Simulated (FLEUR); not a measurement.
W: band structure with BLYP

Crystal: W.

```
CELL_PARAMETERS angstrom
-1.58234 1.58234 1.58234
1.58234 -1.58234 1.58234
1.58234 1.58234 -1.58234
ATOMIC_POSITIONS crystal
W 0.00000 0.00000 0.00000
```

```
Program                  : FLEUR MaX-R8.1 (later development tree)
Task                     : band structure
Functional               : BLYP
Potentials or basis      : all-electron
Basis                    : FLAPW
Kmax                     : 4.1 1/bohr
k mesh                   : 12 × 12 × 12
Occupations              : fermi-dirac, width 0.05 eV
Spin                     : no spin polarisation
Gmax                     : 12.7 1/bohr
Muffin-tin radii         : W 2.4 bohr
lmax                     : W 10
Local orbitals a species : W 4
Max iterations           : 60
Mixing factor            : 0.05
Mixer                    : Anderson
Mixer history            : 15
Density convergence      : 1e-05 me/bohr^3
```

```yaml
Band_gap_along_the_path: none (metal or under the smearing width)
Valence_electrons_inside_the_program's_atomic_spheres: W 25.75 (radii W 2.4 bohr)
```

Levels at the corners of the path, in eV from the Fermi level:
```tsv
point	band 12	band 13	band 14	band 15	band 16	band 17
Γ	-9.45	-1.29	-1.29	-1.29	2.22	2.22
H	-5.75	-5.75	5.07	5.07	5.07	8.46
N	-6.19	-3.59	0.97	2.09	3.05	6.06
Γ	-9.45	-1.29	-1.29	-1.29	2.22	2.22
P	-2.89	-2.89	-2.89	3.21	3.21	6.64
H	-5.75	-5.75	5.07	5.07	5.07	8.46
P	-2.89	-2.89	-2.89	3.21	3.21	6.64
N	-6.19	-3.59	0.97	2.09	3.05	6.06
```

Core levels (eV from the Fermi level):
| atom | levels |
| --- | --- |
| 1 W | 1s1/2 -69402.7, 2s1/2 -11966.7, 2p1/2 -11442.6, 2p3/2 -10089.3, 3s1/2 -2751.9, 3p1/2 -2518.7, 3p3/2 -2226.1, 4s1/2 -563.6, 3d3/2 -1833.8, 3d5/2 -1770.2, 4p1/2 -466.9, 4p3/2 -399.0, 4d3/2 -240.4, 4d5/2 -227.9 |

Wall time 13 s on 1 thread of Arm Neoverse V1, with other jobs on the host, peak memory 0.07 GiB.

Caveat: spin-orbit coupling is left out, which moves the levels of the heavy elements.
